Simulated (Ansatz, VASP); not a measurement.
**Cs in VASP and in Ansatz**

The input INCAR:

```
SYSTEM = Cs
PREC     = Accurate       ! precision mode
ENCUT    = 520            ! plane-wave cutoff, eV
EDIFF    = 1E-7           ! SCF threshold, eV
ISMEAR   = -1             ! smearing method
SIGMA    = 0.05           ! smearing width, eV
LREAL    = .FALSE.        ! projectors in reciprocal space
LASPH    = .TRUE.         ! aspherical terms in the spheres
NELM     = 80             ! most SCF steps
ALGO     = Normal         ! electronic algorithm
ISIF     = 2              ! what is computed and relaxed
LWAVE    = .FALSE.        ! write WAVECAR
LCHARG   = .FALSE.        ! write CHGCAR
GGA      = PS             ! functional
NBANDS   = 10             ! bands
```

Contents of KPOINTS:

```
Automatic mesh
0
G
  9 9 9
  0 0 0
```

File POSCAR:

```
Cs
1.0
   -2.2269952225      2.2269952225      2.2269952225
    2.2269952225     -2.2269952225      2.2269952225
    2.2269952225      2.2269952225     -2.2269952225
Cs
1
Direct
    0.0000000000      0.0000000000      0.0000000000
```

Input for Ansatz:

```yaml
crystal:
  lattice:
    - [-2.2269952225, 2.2269952225, 2.2269952225]
    - [2.2269952225, -2.2269952225, 2.2269952225]
    - [2.2269952225, 2.2269952225, -2.2269952225]
  atoms:
    - { symbol: Cs, position: [0.0, 0.0, 0.0] }
kpoints:
  mp_grid: { grid: [9, 9, 9] }
  band_path:
    path:
      - [0.0, 0.0, 0.0]
      - [0.5, -0.5, 0.5]
      - [0.0, 0.0, 0.5]
      - [0.0, 0.0, 0.0]
      - [0.25, 0.25, 0.25]
      - [0.5, -0.5, 0.5]
      - [0.25, 0.25, 0.25]
      - [0.0, 0.0, 0.5]
    npoints: 8
scf:
  occupations: { method: fermi_dirac, width: 0.05 }
hamiltonian:
  xc: pbesol
  pseudopotentials: { kind: all_electron, lapw: { basis_error: 0.001 } }
output:
  forces: true
  stress: true
  eigenvalues: true
  populations: true
  dos: { projected: true, de: 0.2, e_range: [-14, 8] }
```

Change from the starting cell: volume scaled by 0.4, LAPW.

Alike in both runs: task single point; functional PBEsol; k mesh 9 × 9 × 9; occupations fermi-dirac, width 0.05 eV; no spin polarisation.

|  | VASP | Ansatz |
| --- | --- | --- |
| version | VASP 6.6.1 | Ansatz 0.2.0 |
| potentials or method | VASP PAW PBE potentials, release 64 (Cs_sv) | all-electron LAPW, scalar-relativistic |
| plane-wave cutoff (eV) | 520 | see its input |

|  | VASP | Ansatz | Ansatz less VASP |
| --- | --- | --- | --- |
| pressure (GPa) | 5.5 | 5.4 | -0.07 |

Ansatz ran all-electron here, so the differences hold the error of VASP's frozen core and of both bases.

Caveats: the PAW data sets were made with another functional, which shifts forces and pressure a little (VASP). Spin-orbit coupling is left out, which matters for the levels of Cs.
